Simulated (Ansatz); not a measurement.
Runs of Ansatz 0.2.0 on Sc. The structure is hexagonal, space group P6_3/mmc (No. 194). The conventional cell has a = 3.309 Å, b = 3.309 Å, c = 5.273 Å, α = 90.00°, β = 90.00°, γ = 120.00°. Around Sc (site symmetry -6m2) lie 12 Sc at 3.26 to 3.31 Å. 

| task | level | potentials or basis | spin | U | k mesh | cutoff (eV) | smearing | basis error allowed | gap on the mesh (eV) | pressure (GPa) |
| --- | --- | --- | --- | --- | --- | --- | --- | --- | --- | --- |
| single point | RPBE | all-electron LAPW, scalar-relativistic | off | - | 9 × 9 × 5 | 167 | gaussian 0.05 eV | 0.001 eV/atom | none | (b) |
| density of states | RPBE+D3(BJ) | all-electron LAPW, relativistic spinors | non-collinear, antiferromagnetic start, SOC | - | 7 × 7 × 4 | 181 | gaussian 0.01 eV | 0.0005 eV/atom | none | -19.6 |
| single point | PBEsol | all-electron LAPW, scalar-relativistic | off | - | 9 × 9 × 5 | 167 | gaussian 0.02 eV | 0.001 eV/atom | none | -2.8 |
| band structure | PBEsol+U | all-electron LAPW, scalar-relativistic | off | Sc d U = 4.3 eV | 9 × 9 × 5 | 167 | fermi-dirac 0.05 eV | 0.001 eV/atom | - | 5.0 |
| single point | PBE | all-electron LAPW, scalar-relativistic | off | - | 9 × 9 × 5 | 167 | fermi-dirac 0.05 eV | 0.001 eV/atom | none | -0.7 |
| atomic charges | LDA+D3(BJ) | all-electron LAPW, scalar-relativistic | off | - | 9 × 9 × 5 | 168 | fermi-dirac 0.05 eV | 0.001 eV/atom | none | (a) |
| single point | PBE | all-electron LAPW, scalar-relativistic | off | - | 9 × 9 × 5 | 167 | gaussian 0.1 eV | 0.001 eV/atom | none | -0.7 |

Alike in all rows: cell as given.

Fill in the values left out.

(a) -7.8; (b) 1.3.

Caveats: pairwise dispersion overbinds metals, which lowers pressure and volume (some runs); the k mesh is thin for a metal, which can move the energy by tens of meV per atom (some runs); so large a pressure means that the cell lies far from this level's equilibrium, or that cutoff or potentials fall short (some runs); U is the effective U less J, on atomic orbitals that reach past the spheres (some runs); U without spin polarisation on a metal has little footing (some runs); the U is typed as a test and isn't derived for this compound (some runs).

A k mesh can miss the band edges.

A gap of «none» marks a metal or a gap under the smearing width.

Not every run made on this cell is shown here.
